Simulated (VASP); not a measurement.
Input of a VASP 6.6.1 run:

Contents of INCAR:

```
  PREC = Accurate
  ENCUT = 600
  EDIFF = 1E-7
  ISMEAR = 0
  SIGMA = 0.03
  LREAL = F
  LASPH = T
  NELM = 80
  ALGO = Normal
  ISIF = 2
  LWAVE = F
  LCHARG = F
  GGA = CA
  IBRION = 2
  NSW = 40
  EDIFFG = -0.01
```

KPOINTS

```
regular mesh
0
Gamma
  12 12 12
```

POSCAR

```
MgO                                     
1.0
    0.0000000000      2.0436369963      2.0436369963
    2.0436369963      0.0000000000      2.0436369963
    2.0436369963      2.0436369963      0.0000000000
  Mg              O             
     1     1
Direct
     0.0000000000000000    0.0000000000000000    0.0000000000000000
     0.5000000000000000    0.5000000000000000    0.5000000000000000
```

Potentials or basis: VASP PAW LDA potentials, release 64 (Mg, O).

Launch:

```bash
$ cat potpaw_LDA.64/Mg/POTCAR potpaw_LDA.64/O/POTCAR > POTCAR
$ mpirun -np 1 vasp_std > vasp.out
```

**Question.** What does it give for the band gap on the k mesh?

**Answer.** 5.59 eV, direct.

Final structure:
```cif
data_structure
_symmetry_space_group_name_H-M 'P 1'
_symmetry_Int_Tables_number 1
_cell_length_a 2.8901
_cell_length_b 2.8901
_cell_length_c 2.8901
_cell_angle_alpha 60.000
_cell_angle_beta 60.000
_cell_angle_gamma 60.000
_cell_volume 17.07
loop_
_atom_site_label
_atom_site_type_symbol
_atom_site_fract_x
_atom_site_fract_y
_atom_site_fract_z
_atom_site_occupancy
Mg1 Mg 0.00000 0.00000 0.00000 1
O1 O 0.50000 0.50000 0.50000 1
```

Caveat: the relaxation stopped at its first step, so nothing moved. A k mesh can miss the band edges.
